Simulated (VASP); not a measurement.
Output of a VASP run:

File OSZICAR:
```
       N       E                     dE             d eps       ncg     rms          rms(c)
DAV:   1     0.360345830661E+03    0.36035E+03   -0.19827E+04  2464   0.250E+03
DAV:   2     0.220198863919E+02   -0.33833E+03   -0.33004E+03  2518   0.511E+02
DAV:   3    -0.255235662818E+02   -0.47543E+02   -0.46703E+02  3328   0.193E+02
DAV:   4    -0.272104195390E+02   -0.16869E+01   -0.16804E+01  3026   0.386E+01
DAV:   5    -0.272603288363E+02   -0.49909E-01   -0.49888E-01  3112   0.630E+00    0.138E+01
DAV:   6    -0.231269560445E+02    0.41334E+01   -0.17957E+01  4242   0.598E+01    0.103E+01
DAV:   7    -0.232198990337E+02   -0.92943E-01   -0.20519E+00  2562   0.119E+01    0.324E+00
DAV:   8    -0.231786176197E+02    0.41281E-01   -0.21682E-01  3914   0.508E+00    0.171E+00
DAV:   9    -0.231636925924E+02    0.14925E-01   -0.51865E-02  4050   0.364E+00    0.434E-01
DAV:  10    -0.231615739331E+02    0.21187E-02   -0.83881E-03  4042   0.138E+00    0.175E-01
DAV:  11    -0.231620098551E+02   -0.43592E-03   -0.53802E-03  3916   0.729E-01    0.170E-01
DAV:  12    -0.231617474582E+02    0.26240E-03   -0.12216E-03  3844   0.448E-01    0.231E-02
DAV:  13    -0.231617585604E+02   -0.11102E-04   -0.93182E-05  2974   0.767E-02    0.115E-02
DAV:  14    -0.231617579270E+02    0.63336E-06   -0.28367E-06  3920   0.200E-02    0.903E-03
DAV:  15    -0.231617575067E+02    0.42034E-06   -0.66670E-07  3600   0.626E-03    0.463E-03
DAV:  16    -0.231617571334E+02    0.37330E-06   -0.15865E-06  3082   0.145E-02    0.104E-03
DAV:  17    -0.231617571940E+02   -0.60585E-07   -0.23860E-07  2342   0.348E-03
   1 F= -.23161757E+02 E0= -.23161842E+02  d E =0.255499E-03
```

OUTCAR:
```
------------------------ aborting loop because EDIFF is reached ----------------------------------------
  FORCE on cell =-STRESS in cart. coord.  units (eV):
  Direction    XX          YY          ZZ          XY          YZ          ZX
  --------------------------------------------------------------------------------------
  Total        0.0379233      0.0379233      0.0341837      0.0000000      0.0000000      0.0000000
  in kB        0.9812125      0.9812126      0.8844570      0.0000000      0.0000000      0.0000000
  external PRESSURE =       0.9489607 kB  Pullay stress =       0.0000000 kB
  volume of cell :       61.92
      direct lattice vectors                 reciprocal lattice vectors
     1.769057102 -3.064096852  0.000000000     0.282636439 -0.163180221  0.000000000
     1.769057102  3.064096852  0.000000000     0.282636439  0.163180221  0.000000000
     0.000000000  0.000000000  5.711880456     0.000000000  0.000000000  0.175073692
 POSITION                                       TOTAL-FORCE (eV/Angst)
 -----------------------------------------------------------------------------------
      1.76906     -1.02137      2.85532        -0.000000      0.000000      0.009321
      1.76906      1.02137      5.71126        -0.000000     -0.000000      0.009321
      1.76906     -1.02137      5.02136         0.000000     -0.000000     -0.009321
      1.76906      1.02137      2.16542         0.000000      0.000000     -0.009321
 -----------------------------------------------------------------------------------
    total drift:                                0.000000      0.001507      0.000198
  FREE ENERGIE OF THE ION-ELECTRON SYSTEM (eV)
  ---------------------------------------------------
  free  energy   TOTEN  =       -23.1617571940 eV

  energy  without entropy=      -23.1620126930  energy(sigma->0) =      -23.16184236
```
(Selected blocks of OUTCAR.)

File POSCAR:
```
InN
1
    1.7690571017    -3.0640968522    -0.0000000000
    1.7690571017     3.0640968522     0.0000000000
    0.0000000000     0.0000000000     5.7118804560
In N
2 2
Direct
  0.6666670000   0.3333330000   0.4998915258
  0.3333330000   0.6666670000   0.9998915258
  0.6666670000   0.3333330000   0.8791084742
  0.3333330000   0.6666670000   0.3791084742
```

**Question.** Reconstruct the remaining input files.

**Answer.** Several could match; the one computed here: the input of the run itself, PBEsol GGA, plane waves, VASP's PBE PAW potentials (set 64).

### KPOINTS
```
Automatic mesh
0
Gamma
10 10 6
0 0 0
```

**INCAR**
```
# general
SYSTEM  = InN
PREC    = Accurate
ENCUT   = 600
LREAL   = .FALSE.
LASPH   = .TRUE.

# electronic loop
EDIFF   = 1E-7
NELM    = 100
ALGO    = Normal
LMAXMIX = 4

# smearing
ISMEAR  = 1
SIGMA   = 0.1

# functional
GGA     = PS

# ions
ISIF    = 2

# output
LWAVE   = .FALSE.
LCHARG  = .FALSE.
```

POTCAR, in this order: In_d N (PBE.64 set). Program: vasp_std.

The compound is InN in the wurtzite structure. It was relaxed first.
